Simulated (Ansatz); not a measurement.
This Ansatz 0.2.0 run on TiO needs a look.

File input.yaml:

```yaml
crystal:
  lattice:
    - [2.9045587174, 0.0, 0.0]
    - [-1.4522793587, 2.515421636, 0.0]
    - [0.0, 0.0, 3.1026360142]
  atoms:
    - { symbol: Ti, position: [0.6666666667, 0.3333333333, 0.0] }
    - { symbol: O, position: [0.0, 0.0, 0.5] }
hamiltonian:
  xc: lc_wpbe
  pseudopotentials: { kind: paw }
kpoints:
  mp_grid: { grid: [6, 6, 5] }
scf:
  occupations: { method: methfessel_paxton, width: 0.1 }
  n_extra_bands: 6
  max_iter: 60
output:
  forces: true
  stress: true
  eigenvalues: true
  dos: { projected: false, de: 0.05 }
basis:
  ecutrho_ratio: 0
```

Potentials or basis: Ansatz PAW.

Run with:

```console
$ ansatz run input.yaml --threads 1 --pin off --max-ram 2560MiB --backend cpu --events-out ev --progress --plain --runs-dir out
```

Output:

```text
Error: invalid value for `basis.ecutrho_ratio`: must be in [1, 1024]; got 0
```

Q: What happened, and what is wrong with the input?

A: The input was rejected before any iteration. The input holds a flaw that was put in on purpose: a density cutoff under the waves' (basis.ecutrho_ratio = 0).
